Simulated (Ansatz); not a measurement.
**Lead, diamond: r²SCAN0 at the r²SCAN geometry**

How do the levels change when part of the exchange is made exact, and what does it cost? Spin polarisation is left out. The cell comes from an earlier r²SCAN relaxation. Exact exchange is dear, so the k-mesh is coarse, and r²SCAN is run on the same mesh for comparison.

Computed with Ansatz 0.2.0 (DFT, plane waves (500 eV) with PBE-made PAW files, scalar-relativistic; functionals as named at each step, unless a step says otherwise).

### 1 Starting point

It takes space group Fd-3m (No. 227, cubic). The conventional cell has a = 6.953 Å, b = 6.953 Å, c = 6.953 Å, α = 90.00°, β = 90.00°, γ = 90.00°. Around Pb (site symmetry -43m) lie 4 Pb at 3.01 Å.

Coordinates:

```xyz
2
Lattice="0.0000 3.4765 3.4765 3.4765 0.0000 3.4765 3.4765 3.4765 0.0000" Properties=species:S:1:pos:R:3 pbc="T T T"
Pb    0.8691    0.8691    0.8691
Pb    6.0839    6.0839    6.0839
```

### 2 r²SCAN on the coarse mesh

The run with r²SCAN.

Contents of input.yaml:

```yaml
crystal:
  lattice:
    - [0.0, 3.4765015688, 3.4765015688]
    - [3.4765015688, 0.0, 3.4765015688]
    - [3.4765015688, 3.4765015688, 0.0]
  atoms:
    - { symbol: Pb, position: [0.125, 0.125, 0.125] }
    - { symbol: Pb, position: [0.875, 0.875, 0.875] }
hamiltonian:
  xc: r2scan
  pseudopotentials:
    kind: paw
    azcp:
      Pb: "pseudopotentials/Pb.paw.azcp"
basis:
  ecutwfc: 500
  fft_grid_basis: typed
kpoints:
  mp_grid: { grid: [4, 4, 4], shift: [0, 0, 0] }
magnetization:
  spin_polarized: false
scf:
  occupations: { method: fermi_dirac, width: 0.1 }
```

The run is started by

```sh
$ ansatz run input.yaml --threads 4 --pin off --max-ram 8192MiB --backend cpu --events-out ev --progress --plain --runs-dir out
```

Standard output, shortened:

```text
Warning: RAYON_NUM_THREADS=4 ignored (pool sized by the plan → 4); use --threads N
[...]
Pseudopotentials: kind: paw
Pseudopotential: Pb, paw, valence charge 14, recommended cutoff 500 eV (meta_gga), <dir>
Functional definition: r2SCAN
[...]
Crystal: 2 atoms, lattice volume = 84.034 Å³
Basis set: ecut = 500 eV, 2109 PW (Γ), exchange–correlation on 144×144×144 points (64 copies of the dense FFT grid, shifted against one another)
Bands: 18, of which v1, the nominal top of the filled ones, is band 14 counted from 1 (13 counted from 0)
Symmetry: 48 space group operations
Space group: Fd-3m (ITA 227), of the structure as read, at distance tolerance 4.4e-5 Å
k-points: 8 of 64
[...]
SCF iter   1: F=—  HF=-23841.236767 eV  |F-HF|=—  |Δ(HF+E_count)|=         —  Δρ=6.12e-3  dr2=1.62e-2  dr2_τ=6.97e-3  ethr=1.77e-3  ⟨swp⟩=6.0  Hψ=808  notcnv=0
[...]
SCF iter   6: F=-23841.238419 eV  HF=-23841.238419 eV  |F-HF|=3.81e-9  |Δ(HF+E_count)|=   1.11e-7  Δρ=1.83e-6  dr2=1.38e-9  dr2_τ=6.77e-11  ethr=3.57e-10  ⟨swp⟩=2.4  Hψ=291  notcnv=0
[...]
SCF converged after 6 iterations
Free energy (F): -23841.238419 eV
[...]
E sigma→0 (E₀):  -23841.211777 eV
Entropy (-TS):   -0.053284 eV (-26.642 meV/atom)
Fermi energy:    6.242785 eV
[...]
```

Run time: 0.97 s. Hardware: 4 threads of Intel Xeon Platinum 8259CL at 2.50GHz (Skylake/Cascade Lake), shared host; peak memory 0.52 GiB.

### 3 r²SCAN0 on the coarse mesh

The run with r²SCAN0.

Edit input.yaml of step 2 so:

```diff
@@ -9,3 +9,3 @@
 hamiltonian:
-  xc: r2scan
+  xc: r2scan0
   pseudopotentials:
@@ -23 +23,6 @@
   occupations: { method: fermi_dirac, width: 0.1 }
+output:
+  write_density: true
+  write_potential: true
+  elf: true
+  volumetric_format: npy
```

The run is started by

```sh
$ ansatz run input.yaml --threads 4 --pin off --max-ram 8192MiB --backend cpu --events-out ev --progress --plain --runs-dir out
```

Standard output, shortened:

```text
Warning: RAYON_NUM_THREADS=4 ignored (pool sized by the plan → 4); use --threads N
[...]
[... 2 set-up lines as earlier in the session ...]
Functional definition: r2SCAN0
[...]
Crystal: 2 atoms, lattice volume = 84.034 Å³
Basis set: ecut = 500 eV, 2109 PW (Γ), exchange–correlation on 144×144×144 points (64 copies of the dense FFT grid, shifted against one another)
Bands: 18, of which v1, the nominal top of the filled ones, is band 14 counted from 1 (13 counted from 0)
[... 2 set-up lines as earlier in the session ...]
k-points: 8 of 64
[...]
SCF iter   1: F=—  HF=-23841.234239 eV  |F-HF|=—  |Δ(HF+E_count)|=         —  Δρ=5.82e-3  dr2=1.40e-2  dr2_τ=6.61e-3  ethr=1.77e-3  ⟨swp⟩=7.6  Hψ=631  notcnv=0
[...]
Frozen-core exchange: fock
[...]
hybrid outer 2: dexx = +3.927e-6 eV, tail = 1.42e-7 eV, Δε = 1.21e-2 eV (about 1.39e-3 eV left of the loop's levels)
hybrid SCF converged: 2 outer / 10 inner (+8 warm-up), last move |dexx| = 3.93e-6 eV, tail = 1.42e-7 eV
Stability not checked: this state was not tested for a lower state beside it, because the functional holds exact exchange (a hybrid, or Hartree-Fock), whose exchange loop this test does not read (fock_operator; see scf.lower_state_search)
Free energy (F): -23836.068711 eV
Frozen-core exchange: fock
[...]
E sigma→0 (E₀):  -23836.056495 eV
Entropy (-TS):   -0.024433 eV (-12.217 meV/atom)
Fermi energy:    6.016013 eV
[...]
--- Band table (eV; the first three rows and the last of 8) ---
  k-point 0: bands = ["-13.3857", "-13.3857", "-13.3857", "-13.3104", "-13.3104", "-12.8791", "-12.8791", "-12.8791", "-12.8431", "-12.8431", "-6.4111", "2.1174", "6.9898", "6.9898", "6.9898", "9.6441"]
[...]
  guard bands above this table: 2 of the run's 18 bands. The solve was not asked for them (output.publish_guard_bands: true or output.eigenvalues: true publishes all)
```

Run time: 12 s. Hardware: 4 threads of Intel Xeon Platinum 8259CL at 2.50GHz (Skylake/Cascade Lake), shared host; peak memory 1.4 GiB.

The maps below are laid out on this run's own conventional cell (a, b, c = 6.953, 6.953, 6.953 Å).

Density in a lattice plane of the grid's cell (edges 6.95 and 6.95 Å, at 0.125 of the third edge), which holds Pb.

Ten even steps from ' ' (0.01 e/Å³) to '@' (8.58 e/Å³):
```
                                                
                                                
                                                
                                                
                            ......              
                          ..--==--..            
                        ..--##@@##--..          
                        ..--##@@##--..          
                          ..--==--..            
                            ......              
                                                
                                                
                                                
                                                
    ......                                      
  ..--==--..                                    
..--##@@##--..                                  
..--##@@##--..                                  
  ..--==--..                                    
    ......                                      
```
Columns run along the first of these edges and rows up along the second, over one cell in 24 and 20 even steps from the bottom left corner. Atoms in the plane (fractional): Pb at (0.12, 0.12), Pb at (0.62, 0.62).

ELF in the same plane.

Ten even steps from ' ' (0.01) to '@' (0.39):
```
@@@@@@@@@@@@@@@@%%**++==--::......::--==++**%%@@
%%%%%%%%%%%%%%####****++++++======++++++****####
++++======++++++****####%%%%%%%%%%%%%%####****++
--::......::--==++**%%@@@@@@@@@@@@@@@@@@%%**++==
....      ....--==**@@@@@@@@@@@@@@@@@@@@@@**==--
              ::--**@@@@@@%%++--++%%@@@@@@**--::
              ..--**@@@@@@++      ++@@@@@@**--..
              ..--**@@@@@@++      ++@@@@@@**--..
              ::--**@@@@@@%%++--++%%@@@@@@**--::
....      ....--==**@@@@@@@@@@@@@@@@@@@@@@**==--
--::......::--==++**%%@@@@@@@@@@@@@@@@@@%%**++==
++++======++++++****####%%%%%%%%%%%%%%####****++
%%%%%%%%%%%%%%####****++++++======++++++****####
@@@@@@@@@@@@@@@@%%**++==--::......::--==++**%%@@
@@@@@@@@@@@@@@@@@@**==--....      ....--==**@@@@
@@%%++--++%%@@@@@@**--::              ::--**@@@@
@@++      ++@@@@@@**--..              ..--**@@@@
@@++      ++@@@@@@**--..              ..--**@@@@
@@%%++--++%%@@@@@@**--::              ::--**@@@@
@@@@@@@@@@@@@@@@@@**==--....      ....--==**@@@@
```
Columns run along the first of these edges and rows up along the second, over one cell in 24 and 20 even steps from the bottom left corner. Atoms in the plane (fractional): Pb at (0.12, 0.12), Pb at (0.62, 0.62).

Both are smooth fields of the valence electrons: close to the nuclei they are not physical.

The highest ELF values outside the cores: 0.49 on the Pb–Pb line, 1.5 Å from Pb.

### 4 The functionals compared

```
functional               gap on the mesh  Fermi energy (eV)  SCF cycles  exchange loops  CPU time
    r²SCAN  none (levels filled in part)              6.243           6               -     2.6 s
   r²SCAN0  none (levels filled in part)              6.016          18               2      36 s
```

### 5 Outcome

```
                             quantity                         value
                          r²SCAN: gap  none (levels filled in part)
                         r²SCAN0: gap  none (levels filled in part)
  r²SCAN0: SCF cycles, exchange loops                         18, 2
r²SCAN0: CPU time over that of r²SCAN                            14
             r²SCAN0: relative to fcc                 +143 meV/atom
```

In words: Both r²SCAN and r²SCAN0 leave levels filled in part. r²SCAN0 cost 14 times the CPU time of r²SCAN. The exchange operator of r²SCAN0 was renewed in 2 outer loops. To compare with dense-mesh energies, the change of r²SCAN from this mesh and smearing to its dense run (-72.4 meV/atom, from a run not shown) is added. Under r²SCAN0 it lies 143 meV/atom above fcc (computed apart in the same way); on such meshes a few tens of meV are uncertain for metals. Absolute energies differ from functional to functional, by eV per atom at times, and say nothing by themselves.
